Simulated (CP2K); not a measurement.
# SrO in CP2K: the effect of functional

SrO:

```
Sr O
1.0
     3.62930    0.00000    0.00000
     1.81465    3.14306    0.00000
     1.81465    1.04769    2.96331
Sr O
1 1
Direct
  0.50000 0.50000 0.50000
  0.00000 0.00000 0.00000
```

Alike in all runs:

| Item | Value |
| --- | --- |
| Program | CP2K 2026.2 |
| Task | atomic charges |
| Potentials or basis | POTENTIAL_UZH Sr GTH-PBE-q10, O GTH-PBE-q6; TZVP-MOLOPT-PBE-GTH basis |
| Density cutoff | 12245 eV |
| k mesh | 9 × 9 × 9 |
| Occupations | fermi-dirac, width 0.05 eV |
| Spin | no spin polarisation |

Problem. One run gave: gap on the mesh 3.39 eV; pressure -1.5 GPa. Which functional did it use?
A. LDA
B. AM05
C. RPBE
D. OLYP
E. r2SCAN

Solution. A.

| functional | gap on the mesh (eV) | pressure (GPa) |
| --- | --- | --- |
| LDA | 3.39 | -1.5 |
| PBEsol | 3.45 | 1.2 |
| RPBE | 3.61 | 7.5 |
| AM05 | 3.48 | 2.3 |
| OLYP | 3.78 | 6.9 |
| r2SCAN | 4.01 | 3.0 |

Caveats: the potentials were made for another functional, which shifts forces and pressure; an odd mesh through Γ misses points on the zone boundary, where band edges often lie; the basis of atomic orbitals isn't converged, which shifts pressures, moduli and gaps.

Runs at the PBE level aren't shown here.
